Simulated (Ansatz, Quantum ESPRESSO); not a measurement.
One calculation of Bi2Se3, 3 ways

```
Bi Se
1.0
     2.07150    1.19598    9.54533
    -2.07150    1.19598    9.54533
     0.00000   -2.39196    9.54533
Bi Se
2 3
Direct
  0.59920 0.59920 0.59920
  0.40080 0.40080 0.40080
  0.78830 0.78830 0.78830
  0.21170 0.21170 0.21170
  0.00000 0.00000 0.00000
```

Alike in all runs: task band structure; functional PBEsol; k mesh 8 × 8 × 8; occupations fermi-dirac, width 0.05 eV; no spin polarisation; no spin-orbit coupling. Pressure is positive in compression and, in plane waves, holds the error of the finite cutoff, which Ansatz's Pulay term estimates and takes out. Gaps are the smaller of the mesh's and the band path's.

| program and potentials | plane-wave cutoff (eV) | notes | band gap (eV) | pressure (GPa) | largest force (eV/Å) |
| --- | --- | --- | --- | --- | --- |
| Ansatz, Ansatz PAW | 420 | potentials made for PBE, which Ansatz adapts in part; Pulay term of +0.02 GPa included | 0.14 | -0.32 | 0.154 |
| Ansatz, all-electron LAPW, scalar-relativistic | - | - | 0.14 | -0.30 | 0.155 |
| Quantum ESPRESSO, PseudoDojo 0.4.1 SR PBEsol standard | 1170 | - | 0.13 | -0.24 | 0.173 |

Force on atom 1 (Bi), eV/Å:

| program and potentials | x | y | z |
| --- | --- | --- | --- |
| Ansatz, Ansatz PAW | 0.000 | 0.000 | 0.154 |
| Ansatz, all-electron LAPW, scalar-relativistic | 0.000 | 0.000 | 0.155 |
| Quantum ESPRESSO, PseudoDojo 0.4.1 SR PBEsol standard | 0.000 | 0.000 | 0.173 |

The band gap spans 0.13 (Quantum ESPRESSO, PseudoDojo 0.4.1 SR PBEsol standard) to 0.14 eV (Ansatz, all-electron LAPW, scalar-relativistic), with all-electron results at 0.14. The pressure spans -0.32 (Ansatz, Ansatz PAW) to -0.24 GPa (Quantum ESPRESSO, PseudoDojo 0.4.1 SR PBEsol standard), with all-electron results at -0.30. Spin-orbit coupling, left out here, moves the band edges of heavy atoms.

The functional is the same throughout but for its coding, so the spread measures potentials, basis and numerics; runs on potential files found faulty are left out.
